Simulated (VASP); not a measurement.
# LiF (Griceite) (Fm-3m) in VASP: a series of runs

One crystal, LiF (Griceite), is run at these levels: PBE0, r2SCAN-EpsX, PBE; tasks: band structure.

Everything below comes from runs of VASP 6.6.1. Logs are shortened: lines on timing, memory, paths and dates and some standing lists are left out, and cuts for length are marked.

### Step 1. The structure

The structure is cubic, space group Fm-3m (No. 225). The conventional cell has a = 4.028 Å, b = 4.028 Å, c = 4.028 Å, α = 90.00°, β = 90.00°, γ = 90.00°. F (site symmetry m-3m) is surrounded by 6 Li at 2.01 Å. Li (site symmetry m-3m) has 6 F at 2.01 Å as nearest neighbours.

### Step 2. Band structure, PBE0

Contents of POSCAR:

```
LiF
1.0
    0.0000000000      2.0140000000      2.0140000000
    2.0140000000      0.0000000000      2.0140000000
    2.0140000000      2.0140000000      0.0000000000
F Li
1 1
Direct
    0.5000000000      0.5000000000      0.5000000000
    0.0000000000      0.0000000000      0.0000000000
```

Contents of INCAR.step1:

```
PREC = Accurate
ENCUT = 520
EDIFF = 1E-5
ISMEAR = 0
SIGMA = 0.02
LREAL = False
LASPH = True
NELM = 100
ALGO = Normal
ISIF = 2
LWAVE = True
LCHARG = False
GGA = PE
KPAR = 4
```

Contents of INCAR.step2:

```
PREC = Accurate
ENCUT = 520
EDIFF = 1E-6
ISMEAR = 0
SIGMA = 0.02
LREAL = False
LASPH = True
NELM = 100
ALGO = Normal
ISIF = 2
LWAVE = False
LCHARG = False
GGA = PE
LHFCALC = True
AEXX = 0.25
PRECFOCK = Fast
ISTART = 1
HFRCUT = -1
KPAR = 4
```

Contents of KPOINTS:

```
Automatic mesh
0
Gamma
  8 8 8
```

Contents of KPOINTS_OPT:

```
path GXWKGLUWLK,UX
12
line-mode
reciprocal
 0.0000000000  0.0000000000  0.0000000000  G
 0.5000000000  0.0000000000  0.5000000000  X

 0.5000000000  0.0000000000  0.5000000000  X
 0.5000000000  0.2500000000  0.7500000000  W

 0.5000000000  0.2500000000  0.7500000000  W
 0.3750000000  0.3750000000  0.7500000000  K

 0.3750000000  0.3750000000  0.7500000000  K
 0.0000000000  0.0000000000  0.0000000000  G

 0.0000000000  0.0000000000  0.0000000000  G
 0.5000000000  0.5000000000  0.5000000000  L

 0.5000000000  0.5000000000  0.5000000000  L
 0.6250000000  0.2500000000  0.6250000000  U

 0.6250000000  0.2500000000  0.6250000000  U
 0.5000000000  0.2500000000  0.7500000000  W

 0.5000000000  0.2500000000  0.7500000000  W
 0.5000000000  0.5000000000  0.5000000000  L

 0.5000000000  0.5000000000  0.5000000000  L
 0.3750000000  0.3750000000  0.7500000000  K

 0.6250000000  0.2500000000  0.6250000000  U
 0.5000000000  0.0000000000  0.5000000000  X
```

Potentials or basis: VASP PAW PBE potentials, release 64 (F, Li_sv).

Started as:

```sh
$ cat potpaw_PBE.64/F/POTCAR potpaw_PBE.64/Li_sv/POTCAR > POTCAR
$ cp INCAR.step1 INCAR
$ mpirun -np 4 vasp_std > vasp.out
$ cp INCAR.step2 INCAR
$ mpirun -np 4 vasp_std > vasp.out
```

OUTCAR:

```text
PREC = Accurate
   ENCUT = 520
   EDIFF = 1E-6
   ISMEAR = 0
   LREAL = False
   LASPH = True
   NELM = 100
   ISIF = 2
   GGA = PE
   LHFCALC = True
   AEXX = 0.25
   PRECFOCK = Fast
   ISTART = 1

 ion  position               nearest neighbor table
   1  0.500  0.500  0.500-   2 2.01   2 2.01   2 2.01   2 2.01   2 2.01   2 2.01
   2  0.000  0.000  0.000-   1 2.01   1 2.01   1 2.01   1 2.01   1 2.01   1 2.01

  LATTYP: Found a face centered cubic cell.
 ALAT       =     4.0280000000

  Lattice vectors:

 A1 = (   0.0000000000,   2.0140000000,   2.0140000000)
 A2 = (   2.0140000000,   0.0000000000,   2.0140000000)
 A3 = (   2.0140000000,   2.0140000000,   0.0000000000)

Analysis of symmetry for initial positions (statically):
=====================================================================
 Subroutine PRICEL returns:
 Original cell was already a primitive cell.

 Routine SETGRP: Setting up the symmetry group for a
 face centered cubic supercell.

 Subroutine GETGRP returns: Found 48 space group operations
 (whereof 48 operations were pure point group operations)
 out of a pool of 48 trial point group operations.

The static configuration has the point symmetry O_h .

Analysis of symmetry for dynamics (positions and initial velocities):
=====================================================================
 Subroutine PRICEL returns:
 Original cell was already a primitive cell.

 Routine SETGRP: Setting up the symmetry group for a
 face centered cubic supercell.

 Subroutine GETGRP returns: Found 48 space group operations
 (whereof 48 operations were pure point group operations)
 out of a pool of 48 trial point group operations.

The dynamic configuration has the point symmetry O_h .

 Subroutine INISYM returns: Found 48 space group operations
 (whereof 48 operations are pure point group operations),
 and found     1 'primitive' translations

----------------------------------------------------------------------------------------

                                     Primitive cell

  volume of cell :      16.3384

  direct lattice vectors                    reciprocal lattice vectors
     0.000000000  2.014000000  2.014000000    -0.248262165  0.248262165  0.248262165
     2.014000000  0.000000000  2.014000000     0.248262165 -0.248262165  0.248262165
     2.014000000  2.014000000  0.000000000     0.248262165  0.248262165 -0.248262165

  length of vectors
     2.848226115  2.848226115  2.848226115     0.430002683  0.430002683  0.430002683

  position of ions in fractional coordinates (direct lattice)
     0.500000000  0.500000000  0.500000000
     0.000000000  0.000000000  0.000000000

  ion indices of the primitive-cell ions
   primitive index   ion index
                 1           1
                 2           2

----------------------------------------------------------------------------------------

 KPOINTS: Automatic mesh

Automatic generation of k-mesh.
 Grid dimensions read from file:
 generate k-points for:    8    8    8

 Generating k-lattice:

  Cartesian coordinates                     Fractional coordinates (reciprocal lattice)
    -0.031032771  0.031032771  0.031032771     0.125000000  0.000000000  0.000000000
     0.031032771 -0.031032771  0.031032771     0.000000000  0.125000000  0.000000000
     0.031032771  0.031032771 -0.031032771     0.000000000  0.000000000  0.125000000

  Length of vectors
     0.053750335  0.053750335  0.053750335

  Shift w.r.t. Gamma in fractional coordinates (k-lattice)
     0.000000000  0.000000000  0.000000000

 Subroutine IBZKPT returns following result:
 ===========================================

 Found     29 irreducible k-points:

 Following reciprocal coordinates:
            Coordinates               Weight
  0.000000  0.000000  0.000000      1.000000
  0.125000  0.000000  0.000000      8.000000
  0.250000  0.000000  0.000000      8.000000
  0.375000  0.000000  0.000000      8.000000
  0.500000  0.000000  0.000000      4.000000
  0.125000  0.125000  0.000000      6.000000
[... 16 lines left out ...]
  0.500000  0.250000  0.125000     48.000000
 -0.375000  0.250000  0.125000     24.000000
 [... further k-points ...]
   k-points           NKPTS =     29   k-points in BZ     NKDIM =    512   number of bands    NBANDS=      9
   number of dos      NEDOS =    301   number of ions     NIONS =      2
   total plane-waves  NPLWV =  13824
   dimension x,y,z NGX =    24 NGY =   24 NGZ =   24
   dimension x,y,z NGXF=    48 NGYF=   48 NGZF=   48
   ions per type =               1   1
   NGX,Y,Z   is equivalent  to a cutoff of  14.01, 14.01, 14.01 a.u.
   NGXF,Y,Z  is equivalent  to a cutoff of  28.02, 28.02, 28.02 a.u.
 SYSTEM =  unknown system
   PREC   = accura    normal or accurate (medium, high low for compatibility)
   ISTART =      1    job   : 0-new  1-cont  2-samecut
   ICHARG =      0    charge: 1-file 2-atom 10-const
   ISPIN  =      1    spin polarized calculation?
   LNONCOLLINEAR =      F non collinear calculations
   LSORBIT =      F    spin-orbit coupling
   LASPH  =      T    aspherical Exc in radial PAW
   ENCUT  =  520.0 eV  38.22 Ry    6.18 a.u.   5.30  5.30  5.30*2*pi/ulx,y,z
   NELM   =    100;   NELMIN=  2; NELMDL=  0     # of ELM steps
   EDIFF  = 0.1E-05   stopping-criterion for ELM
   LREAL  =      F    real-space projection
   EDIFFG = 0.1E-04   stopping-criterion for IOM
   NSW    =      0    number of steps for IOM
   IBRION =     -1    ionic relax: 0-MD 1-quasi-New 2-CG
   NFREE  =      0    steps in history (QN), initial steepest desc. (CG)
   ISIF   =      2    stress and relaxation
   ISYM   =      3    0-nonsym 1-usesym 2-fastsym
   POTIM  = 0.5000    time-step for ionic-motion
   TEBEG  =    0.0;   TEEND  =   0.0 temperature during run
   PSTRESS=    0.0 pullay stress
   NELECT =      10.0000    total number of electrons
   NUPDOWN=      -1.0000    fix difference up-down
   EMIN   =  10.00;   EMAX   =-10.00  energy-range for DOS
   EFERMI =   0.00;   METHOD = LEGACY
   ISMEAR =     0;   SIGMA  =   0.02  broadening in eV -4-tet -1-fermi 0-gaus
   EFERMI_NEDOS =   21; number of points for ismear=-14 and -15
   IALGO  =     38    algorithm
   IMIX   =      1    mixing-type and parameters
     AMIX     =   0.40;   BMIX     =  1.00
     AMIX_MAG =   1.60;   BMIX_MAG =  1.00
  volume/ion in A,a.u.               =       8.17        55.13
  Fermi-wavevector in a.u.,A,eV,Ry     =   1.389970  2.626662 26.286674  1.932016
  Thomas-Fermi vector in A             =   2.513950
   LORBIT       =      0    0 simple, 1 ext, 2 COOP (PROOUT), +10 PAW based schemes
   GGA     = PE    functional components
   LHFCALC =     T    Hartree Fock is set to
   PRECFOCK=fast      Normal, Fast or Accurate (Low or Medium for compatibility)
   ENCUT4O =  -1.0   cutoff for four orbital integrals eV
   NKREDX  =     1    reduce k-point grid by
   NKREDY  =     1    reduce k-point grid by
   NKREDZ  =     1    reduce k-point grid by
   AEXX    =    0.2500 exact exchange contribution
   HFSCREEN=    0.0000 screening length (either q_TF or 0.3 A-1)
   HFSCREENC=   0.0000 screening length for correlation (either q_TF or 0.3 A-1)
   ENCUTFOCK=  -1.0 apply spherical cutoff to Coloumb kernel
   IVDW    =     0    specifies the selected vdW correction
   LEPSILON=     F    determine dielectric tensor
   LRPA    =     F    only Hartree local field effects (RPA)
 non-spin polarized calculation
 Gauss-broadening in eV      SIGMA  =   0.02
  energy-cutoff  :      520.00
  volume of cell :       16.34
 maximum number of plane-waves:       459
 NGX is ok and might be reduce to    24
  NGX = 14; NGY = 14; NGZ = 14

 number of electron       9.9999992 magnetization

 Free energy of the ion-electron system (eV)
  ---------------------------------------------------
  ext. energy  EPLUGINS =         0.00000000
  ---------------------------------------------------
  free energy    TOTEN  =       -11.91008982 eV

  energy without entropy =      -11.91008982  energy(sigma->0) =      -11.91008982

 E-fermi :  -3.0664     XC(G=0):  -7.7945

 val. band max:       -3.1504196652   @ k =   0.0000   0.0000   0.0000
 cond. band min:       8.9941213961   @ k =   0.0000   0.0000   0.0000
 fundamental gap:     12.1445410613
 Fermi energy:        -3.0663739941

 k-point     1 :       0.0000    0.0000    0.0000
  band No.  band energies     occupation
      1     -46.1307      2.00000
      2     -24.7339      2.00000
      3      -3.1504      2.00000
      4      -3.1504      2.00000
      5      -3.1504      2.00000
      6       8.9941      0.00000
      7      24.2549      0.00000
      8      24.2549      0.00000
      9      24.2550      0.00000

 k-point     2 :       0.1250    0.0000    0.0000
  band No.  band energies     occupation
      1     -46.1218      2.00000
      2     -24.6701      2.00000
      3      -3.6057      2.00000
      4      -3.1886      2.00000
      5      -3.1886      2.00000
      6       9.4526      0.00000
      7      20.7176      0.00000
      8      22.5484      0.00000
      9      22.5484      0.00000

 k-point     3 :       0.2500    0.0000    0.0000
  band No.  band energies     occupation
      1     -46.1006      2.00000
      2     -24.5122      2.00000
      3      -4.5961      2.00000
      4      -3.2781      2.00000
      5      -3.2781      2.00000
      6      10.3076      0.00000
      7      18.0814      0.00000
      8      20.7261      0.00000
      9      20.7261      0.00000

 k-point     4 :       0.3750    0.0000    0.0000
  band No.  band energies     occupation
      1     -46.0793      2.00000
      2     -24.3464      2.00000
      3      -5.4818      2.00000
      4      -3.3639      2.00000
      5      -3.3639      2.00000
      6      10.7088      0.00000
      7      17.1028      0.00000
      8      19.4677      0.00000
      9      19.4677      0.00000

 k-point     5 :       0.5000    0.0000    0.0000
  band No.  band energies     occupation
      1     -46.0706      2.00000
      2     -24.2752      2.00000
      3      -5.8270      2.00000
      4      -3.3984      2.00000
      5      -3.3983      2.00000
      6      10.7158      0.00000
      7      17.0227      0.00000
      8      19.0267      0.00000
      9      19.0267      0.00000

 k-point     6 :       0.1250    0.1250    0.0000
  band No.  band energies     occupation
      1     -46.1189      2.00000
      2     -24.6468      2.00000
      3      -3.5676      2.00000
      4      -3.3114      2.00000
      5      -3.3114      2.00000
      6       9.6594      0.00000
      7      21.5437      0.00000
      8      21.9960      0.00000
      9      21.9960      0.00000
[... 169 lines left out ...]
 k-point    21 :       0.5000    0.5000    0.0000
  band No.  band energies     occupation
      1     -46.0543      2.00000
      2     -24.0030      2.00000
      3      -6.2945      2.00000
      4      -4.2100      2.00000
      5      -4.2100      2.00000
      6      15.0299      0.00000
      7      16.3664      0.00000
      8      17.6123      0.00000
      9      20.5828      0.00000

 k-point    22 :       0.3750    0.2500    0.1250
  band No.  band energies     occupation
      1     -46.0855      2.00000
      2     -24.3703      2.00000
      3      -4.8627      2.00000
      4      -3.9507      2.00000
      5      -3.4604      2.00000
      6      11.5128      0.00000
      7      17.1266      0.00000
      8      19.8201      0.00000
      9      20.3974      0.00000

 k-point    23 :       0.5000    0.2500    0.1250
  band No.  band energies     occupation
      1     -46.0689      2.00000
      2     -24.2192      2.00000
      3      -5.3880      2.00000
      4      -4.3171      2.00000
      5      -3.5922      2.00000
      6      12.3268      0.00000
      7      16.0843      0.00000
      8      19.2538      0.00000
      9      19.7581      0.00000

 k-point    24 :      -0.3750    0.2500    0.1250
  band No.  band energies     occupation
      1     -46.0621      2.00000
      2     -24.1546      2.00000
      3      -5.6135      2.00000
      4      -4.4329      2.00000
      5      -3.6661      2.00000
      6      12.5281      0.00000
      7      15.9160      0.00000
      8      19.1515      0.00000
      9      19.4115      0.00000

 [... further k-points ...]
[... 5 lines left out ...]
  --------------------------------------------------------------------------------------
  -------------------------------------------------------------------------------------
  Total       -0.1220905     -0.1220905     -0.1220905      0.0000000      0.0000000      0.0000000
  in kB      -11.9724813    -11.9724813    -11.9724813      0.0000000      0.0000000      0.0000000
  external PRESSURE =     -11.9724813 kB  Pullay stress =       0.0000000 kB

 VOLUME and BASIS-vectors are now :
 -----------------------------------------------------------------------------
  energy-cutoff  :      520.00
  volume of cell :       16.34
      direct lattice vectors                 reciprocal lattice vectors
     0.000000000  2.014000000  2.014000000    -0.248262165  0.248262165  0.248262165
     2.014000000  0.000000000  2.014000000     0.248262165 -0.248262165  0.248262165
     2.014000000  2.014000000  0.000000000     0.248262165  0.248262165 -0.248262165

 POSITION                                       TOTAL-FORCE (eV/Angst)
 -----------------------------------------------------------------------------------
      2.01400      2.01400      2.01400        -0.000000     -0.000000     -0.000000
      0.00000      0.00000      0.00000         0.000000      0.000000      0.000000
 -----------------------------------------------------------------------------------
    total drift:                                0.000000      0.000000      0.000000

  FREE ENERGIE OF THE ION-ELECTRON SYSTEM (eV)
  ---------------------------------------------------
  free  energy   TOTEN  =       -11.9100898168 eV

  energy  without entropy=      -11.9100898168  energy(sigma->0) =      -11.91008982
```

It took 7.4 min on 4 MPI ranks of AMD EPYC 9R45 (Zen 5), shared host; peak memory 0.18 GiB.

Results:

```yaml
Free_energy: -11.9101 eV
Band_gap_on_the_k_mesh: 12.14 eV, direct
Band_gap_along_the_path: 12.14 eV, direct
```

Levels at the corners of the path, in eV from the valence-band top:
| point | band 2 | band 3 | band 4 | band 5 | band 6 | band 7 | band 8 | band 9 |
| --- | --- | --- | --- | --- | --- | --- | --- | --- |
| Γ | -21.58 | 0.00 | 0.00 | 0.00 | 12.14 | 27.41 | 27.46 | 27.58 |
| X | -20.85 | -3.14 | -1.06 | -1.06 | 18.18 | 19.52 | 20.76 | 23.73 |
| X | -20.85 | -3.14 | -1.06 | -1.06 | 18.18 | 19.52 | 20.76 | 23.73 |
| W | -20.88 | -2.18 | -2.18 | -0.86 | 18.33 | 18.33 | 20.76 | 22.68 |
| W | -20.88 | -2.18 | -2.18 | -0.86 | 18.33 | 18.33 | 20.76 | 22.68 |
| K | -20.90 | -2.62 | -1.65 | -0.78 | 17.68 | 18.23 | 21.80 | 23.08 |
| K | -20.90 | -2.62 | -1.65 | -0.78 | 17.68 | 18.23 | 21.80 | 23.08 |
| Γ | -21.58 | 0.00 | 0.00 | 0.00 | 12.14 | 27.41 | 27.47 | 27.58 |
| Γ | -21.58 | 0.00 | 0.00 | 0.00 | 12.14 | 27.41 | 27.41 | 27.60 |
| L | -21.13 | -2.68 | -0.25 | -0.25 | 13.87 | 20.17 | 22.18 | 22.18 |
| L | -21.13 | -2.68 | -0.25 | -0.25 | 13.87 | 20.17 | 22.18 | 22.18 |
| U | -20.90 | -2.62 | -1.65 | -0.78 | 17.68 | 18.23 | 21.80 | 23.08 |
| U | -20.90 | -2.62 | -1.65 | -0.78 | 17.68 | 18.23 | 21.80 | 23.08 |
| W | -20.88 | -2.18 | -2.18 | -0.86 | 18.33 | 18.33 | 20.76 | 22.68 |
| W | -20.88 | -2.18 | -2.18 | -0.86 | 18.33 | 18.33 | 20.76 | 22.68 |
| L | -21.13 | -2.68 | -0.25 | -0.25 | 13.87 | 20.17 | 22.18 | 22.18 |
| L | -21.13 | -2.68 | -0.25 | -0.25 | 13.87 | 20.17 | 22.18 | 22.18 |
| K | -20.90 | -2.62 | -1.65 | -0.78 | 17.68 | 18.23 | 21.80 | 23.08 |
| U | -20.90 | -2.62 | -1.65 | -0.78 | 17.68 | 18.23 | 21.80 | 23.08 |
| X | -20.85 | -3.14 | -1.06 | -1.06 | 18.18 | 19.52 | 20.76 | 23.73 |

Caveat: the cutoff is under 1.25 times the usual one of these potentials, so pressure, stress and relaxed cells hold a basis-set (Pulay) error; the PAW data sets were made with another functional, which shifts forces and pressure a little.

[end of part 1 of 2]
